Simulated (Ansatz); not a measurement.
Put PbS in P6_3/mmc (No. 194): Pb on 2c; S on 2a. The guess for PbS was made by a generator: 6-connected net, two elements alternating.

These are results of DFT PBE, scalar-relativistic, plane waves, PAW in Ansatz 0.2.0, not measurements. Cutoff 420 eV, Γ-centred mesh, Gaussian smearing, no spin polarisation.

The zero of energy is the elements' standard structures at the same level; no fitted shifts are applied.

Question: Which cell and coordinates does it relax to?

Answer:

Space group P6_3/mmc (No. 194). a = 4.129 Å, b = 4.129 Å, c = 7.356 Å, α = 90.00°, β = 90.00°, γ = 120.00°
```csv
atom,site,symmetry,x,y,z
Pb,2c,-6m2,0.6667,0.3333,0.7500
S,2a,-3m.,0.0000,0.0000,0.0000
```

It has the anti-nickel arsenide type. Pb has 6 S at 3.01 Å; S has 6 Pb at 3.01 Å. Another local minimum with the same sites may exist.

Question: Where does its energy lie, and is it a metal?

Answer: The energy over the elements is −0.467 eV/atom. The gap on the 12×12×6 mesh of the 4-atom cell is 0.26 eV. It lies below the elements, which doesn't yet make it stable against other compounds or structures.

The last run used Gaussian smearing of 0.01 eV. These runs have no spin–orbit coupling, which can matter for Pb. Kohn–Sham gaps at this level usually fall short of measured ones. The missing spin–orbit coupling can work the other way here. The reference form of S is held partly by dispersion forces, which this level lacks. Small gaps are read on the mesh alone, and bands can cross between its points. A structure relaxed within its symmetry needn't be a true minimum.
